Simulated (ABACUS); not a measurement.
Runs of ABACUS 3.10.1 on C. It takes space group Fd-3m (No. 227, cubic). Conventional cell: a = 3.567 Å, b = 3.567 Å, c = 3.567 Å, α = 90.00°, β = 90.00°, γ = 90.00°. Around C (site symmetry -43m) lie 4 C at 1.54 Å. This isn't the form of C at room conditions, which is graphite.

```csv
task,level,potentials or basis,cell,k mesh,cutoff (eV),threshold of the eigensolver,path,points for each segment of the path,symmetry key,optimiser,gap on the mesh (eV),pressure (GPa)
single point,TPSS,"SG15 ONCV 1.2 PBE, plane waves",as given,8 × 8 × 8,1293,-,-,-,1,-,(a),1.7
relaxation of cell and atoms,TPSS,"SG15 ONCV 1.2 PBE, plane waves",relaxed,8 × 8 × 8,1293,-,-,-,1,ASE BFGSLineSearch,4.25,-0.1
single point,LDA,"PseudoDojo NC SR 0.4.1 LDA stringent, plane waves",as given,10 × 10 × 10,1116,-,-,-,1,-,(b),-10.5
single point,rSCAN,"SG15 ONCV 1.2 PBE, plane waves",as given,8 × 8 × 8,1293,-,-,-,1,-,4.28,-3.2
```

Alike in all rows: no spin polarisation; smearing fermi-dirac 0.05 eV.

**Question.** Fill in the values left out.

**Answer.** (a) 4.26; (b) 4.17.

Caveats: the potentials were made for another functional, which shifts forces and pressure (some runs).

A k mesh can miss the band edges.
